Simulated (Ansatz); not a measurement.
Al2O3:

```
Al O
1.0
     3.01748    0.00000    0.00000
    -1.50874    2.61322    0.00000
     0.00000    0.00000    7.57464
Al O
2 3
Direct
  0.00000 0.00000 0.72205
  0.00000 0.00000 0.27795
  0.00000 0.00000 0.50000
  0.66667 0.33333 0.80055
  0.33333 0.66667 0.19945
```

Measurements of this composition are mostly on another form, of space group No. 167.

A run of Ansatz 0.2.0 on this cell left the log below. Logs are shortened: lines on timing, memory, paths and dates and some standing lists are left out, and cuts for length are marked.

```text
Warning: RAYON_NUM_THREADS=4 ignored (pool sized by the plan → 4); use --threads N
LAPW: plane waves up to 11.091 Å⁻¹, error target 2.0e-3 eV per atom; small_component_spin mean_spin; O in spheres of 0.812 Å, 8 of its electrons in bands, Dirac shells []; Al in spheres of 0.870 Å, 11 of its electrons in bands, Dirac shells [] (how accurate: hamiltonian.pseudopotentials.lapw.basis_error, Limitations)
Engine: ansatz 0.2.0, x86_64-unknown-linux-gnu
Pseudopotentials: kind: all_electron
Pseudopotential: Al, LAPW, valence charge 11, lapw/all_electron/scalar/gaussian/Al, Koelling and Harmon's equation, gaussian nucleus
Pseudopotential: O, LAPW, valence charge 8, lapw/all_electron/scalar/gaussian/O, Koelling and Harmon's equation, gaussian nucleus
Functional definition: PBEsol
  exchange = pbesol_x
  correlation = pbesol_c
Crystal: 5 atoms, lattice volume = 59.729 Å³
Basis set: ecut = 468.6519614742492 eV, 1395 PW (Γ), exchange–correlation at level 2
Bands: 28, of which v1, the nominal top of the filled ones, is band 23 counted from 1 (22 counted from 0)
Symmetry: 12 space group operations
Space group: P-3m1 (ITA 164), of the structure as read, at distance tolerance 3.9e-5 Å
k-points: 50 of 400
Non-local potential: Al, projectors of the file, none
Non-local potential: O, projectors of the file, none
Initial density: superposition of atomic densities (chi_scale 0.1, normalization cell, long waves kept (reshape's long-wave potential 0.23 eV rms))
Initial wavefunctions: plane waves of lowest kinetic energy (no species holds an atomic orbital)
Functional: x = pbesol(κ = 0.804, μ = 0.12345679012345678), c = pbesol(β = 0.046)
iter 1 solved again at ethr=2.64e-2 eV; its pass at ethr=1.00e-1 eV (dr2=1.21e1 eV) is discarded
SCF iter   1: F=—  HF=-19326.062067 eV  |F-HF|=—  |Δ(HF+E_count)|=         —  Δρ=1.34e-1  dr2=1.21e1  ethr=2.64e-2  ⟨swp⟩=2.0  Hψ=9599  notcnv=0
preconditioner: auto → Resta (q_TF=auto, 2.612 Å⁻¹)  ε∞=2.9  [insulator: Δε(μ)=6.129 eV  Ē_g=16.930 eV  σ=0.050 eV  W_gap=1.00  n_scr=24 (ndim 8)  ℏωp=23.5 eV  f_vac=0.057  D(μ)=0.00/eV (n_scr^D=0)  ε∞_Penn≈2.9]
iter 2 solved again at ethr=1.23e-3 eV; its pass at ethr=2.63e-2 eV (dr2=5.64e-1 eV) is discarded
SCF iter   2: F=—  HF=-19321.075747 eV  |F-HF|=—  |Δ(HF+E_count)|=    4.99e0  Δρ=3.18e-2  dr2=5.65e-1  ethr=1.23e-3  ⟨swp⟩=2.3  Hψ=7500  notcnv=0  defer=1
SCF iter   3: F=—  HF=-19320.850133 eV  |F-HF|=—  |Δ(HF+E_count)|=         —  Δρ=2.49e-2  dr2=4.95e-1  ethr=1.23e-3  ⟨swp⟩=2.9  Hψ=4362  notcnv=0
the basis was enlarged: its passes take 393.3 KiB over the memory plan, 4 of 4 planned eigensolver slots
SCF iter   4: F=—  HF=-19320.769805 eV  |F-HF|=—  |Δ(HF+E_count)|=   8.03e-2  Δρ=4.90e-3  dr2=1.47e-2  ethr=1.08e-3  ⟨swp⟩=2.9  Hψ=4211  notcnv=0
SCF iter   5: F=—  HF=-19320.770223 eV  |F-HF|=—  |Δ(HF+E_count)|=   4.18e-4  Δρ=2.42e-3  dr2=3.06e-3  ethr=3.20e-5  ⟨swp⟩=3.0  Hψ=4517  notcnv=0
SCF iter   6: F=—  HF=-19320.769678 eV  |F-HF|=—  |Δ(HF+E_count)|=   5.45e-4  Δρ=4.74e-4  dr2=1.84e-4  ethr=6.64e-6  ⟨swp⟩=3.0  Hψ=4149  notcnv=0
SCF iter   7: F=—  HF=-19320.769926 eV  |F-HF|=—  |Δ(HF+E_count)|=   2.48e-4  Δρ=1.24e-4  dr2=1.00e-5  ethr=4.01e-7  ⟨swp⟩=3.0  Hψ=4402  notcnv=0
SCF iter   8: F=—  HF=-19320.769955 eV  |F-HF|=—  |Δ(HF+E_count)|=   2.84e-5  Δρ=2.77e-5  dr2=6.00e-7  ethr=2.18e-8  ⟨swp⟩=3.0  Hψ=4461  notcnv=0
SCF iter   9: F=-19320.769956 eV  HF=-19320.769955 eV  |F-HF|=8.49e-8  |Δ(HF+E_count)|=   7.54e-7  Δρ=7.91e-6  dr2=5.58e-8  ethr=1.30e-9  ⟨swp⟩=3.0  Hψ=4306  notcnv=0
SCF 1 converged in 9 iterations: F = -19320.769956 eV  dr2 = 5.58e-8
NSCF: frozen V_eff on 85 k-points
SCF converged after 9 iterations
Free energy (F): -19320.769956 eV
Harris-Foulkes:  -19320.769955 eV  (|F-HF|=8.49e-8)
Internal energy: -19320.769956 eV  (E = F + TS)
E sigma→0 (E₀):  -19320.769956 eV
Fermi energy:    7.110762 eV
--- Per-component energies (eV) ---
  E_band       = -4085.166354
  E_kinetic    = 19327.472515
  E_xc         = -1669.526905
  E_electrostatic = -36978.715565  (all electrons and nuclei)
  E_smearing   = -0.000000  (= −TS)
  E_closure    = 0.000000  (closes the sum)
  E_atoms      = -19283.036434  (free atoms, spherical and without spin; not in F)
  Σ components = -19320.769956   (vs F -19320.769956, Δ=0.00e0)
  Basis errors (estimates in eV, not in F): energy 1.0e-3 per atom: plane waves 9.3e-4 (5.9e-4 summed), levels above the bands 5.3e-80, relativity 6.6e-8, radial functions 8.5e-5, core shells 3.7e-10; eigenvalues (radial functions only) 1.2e-5; not estimated: angular momenta, meshes, grids; target (lapw.basis_error) 2.0e-3; muffin-tin radii O 0.812 Å, Al 0.870 Å
--- Forces (eV/Å), atoms counted from 1 ---
  atom   1  Al     0.00000000     0.00000000    -0.14481576
  atom   2  Al     0.00000000    -0.00000000     0.14481576
  atom   3  O      0.00000000     0.00000000     0.00000000
  atom   4  O      0.00000000    -0.00000000    -0.20512555
  atom   5  O      0.00000000     0.00000000     0.20512555
  max |Σ_I F_I| component: 5.55e-17 eV/Å
--- Stress (GPa, compression-positive) ---
       -4.000578       0.000000      -0.000000
        0.000000      -4.000578       0.000000
       -0.000000       0.000000      -3.141735
  P = ⅓ Tr σ = -3.7143 GPa (-37.143 kbar)
--- Band table (eV; the first three rows and the last of 50) ---
  k-point 0: bands = ["-497.8607", "-497.8607", "-495.3951", "-95.4965", "-95.4965", "-57.1976", "-57.1976", "-57.1976", "-57.1976", "-57.1439", "-57.1429", "-13.5743", "-13.3740", "-10.8561", "0.0403", "1.4369", "2.2418", "2.2418", "2.2558", "2.2558", "3.6019", "5.9188", "5.9188", "8.1558", "10.1637", "13.1741", "16.3560", "16.4171"]
  k-point 1: bands = ["-497.8607", "-497.8607", "-495.3951", "-95.4965", "-95.4965", "-57.1976", "-57.1976", "-57.1976", "-57.1976", "-57.1439", "-57.1429", "-13.5475", "-13.4046", "-10.8506", "-0.0879", "1.7759", "2.2386", "2.2386", "2.2591", "2.2591", "3.3054", "5.9186", "5.9186", "8.4639", "9.8501", "13.4634", "15.2822", "17.6040"]
  k-point 2: bands = ["-497.8607", "-497.8607", "-495.3951", "-95.4965", "-95.4965", "-57.1976", "-57.1976", "-57.1976", "-57.1976", "-57.1439", "-57.1429", "-13.4920", "-13.4639", "-10.8451", "-0.1899", "2.2361", "2.2361", "2.2616", "2.2616", "2.2801", "2.8241", "5.9184", "5.9184", "9.1108", "9.2021", "13.9339", "14.5847", "17.8051"]
  k-point 49: bands = ["-497.8607", "-497.8607", "-495.3951", "-95.4954", "-95.4954", "-57.2069", "-57.2069", "-57.2042", "-57.2041", "-57.1426", "-57.1416", "-12.5070", "-12.4995", "-10.3769", "-0.7594", "-0.3629", "0.0407", "0.2646", "2.2011", "2.4161", "2.6783", "4.3670", "4.5637", "12.3322", "12.7157", "13.4812", "15.6951", "16.4895"]
```

Q: Write the input and the command behind it.

A: Band structure with PBEsol, no spin polarisation. The files as run (others can give the same):

input.yaml
```yaml
crystal:
  lattice:
    - [3.017482544, 0.0, 0.0]
    - [-1.508741272, 2.6132165386, 0.0]
    - [0.0, 0.0, 7.5746360022]
  atoms:
    - { symbol: Al, position: [0.0, 0.0, 0.722049] }
    - { symbol: Al, position: [0.0, 0.0, 0.277951] }
    - { symbol: O, position: [0.0, 0.0, 0.5] }
    - { symbol: O, position: [0.6666666667, 0.3333333333, 0.800546] }
    - { symbol: O, position: [0.3333333333, 0.6666666667, 0.199454] }
kpoints:
  mp_grid: { grid: [10, 10, 4] }
  band_path:
    path:
      - [0.0, 0.0, 0.0]
      - [0.5, 0.0, 0.0]
      - [0.3333333333, 0.3333333333, 0.0]
      - [0.0, 0.0, 0.0]
      - [0.0, 0.0, 0.5]
      - [0.5, 0.0, 0.5]
      - [0.3333333333, 0.3333333333, 0.5]
      - [0.0, 0.0, 0.5]
    npoints: 12
scf:
  occupations: { method: fermi_dirac, width: 0.05 }
hamiltonian:
  xc: pbesol
  pseudopotentials: { kind: all_electron, lapw: { basis_error: 0.002 } }
output:
  forces: true
  stress: true
  eigenvalues: true
```

Potentials or basis: all-electron LAPW, scalar-relativistic.
Launch:
```sh
$ ansatz run input.yaml --threads 4 --pin off --max-ram 12288MiB --backend cpu --events-out ev --progress --plain --runs-dir out
```
